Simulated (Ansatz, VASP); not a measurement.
**One calculation of B, two programs**

```xyz
1
Lattice="-1.1789 1.1789 1.1789 1.1789 -1.1789 1.1789 1.1789 1.1789 -1.1789" Properties=species:S:1:pos:R:3 pbc="T T T"
B     0.0000    0.0000    0.0000
```

Alike in both runs: task single point; functional PBEsol; k mesh 21 × 21 × 21; occupations fermi-dirac, width 0.1 eV; no spin polarisation.

|  | VASP | Ansatz |
| --- | --- | --- |
| version | VASP 6.6.1 | Ansatz 0.2.0 |
| potentials or method | VASP PAW PBE potentials, release 64 (B) | plane waves (420 eV) with PAW, scalar-relativistic |
| plane-wave cutoff (eV) | 520 | 420 |
| valence electrons in the cell | 3 | 3 |

```tsv
	VASP	Ansatz	Ansatz less VASP
pressure (GPa)	-15.3	-15.4	-0.11
```

Ansatz warned: «pseudo_functional_mismatch».

Caveats: so large a pressure means that the cell lies far from this level's equilibrium, or that cutoff or potentials fall short (VASP); the potentials were made for another functional, which shifts forces and pressure (VASP).
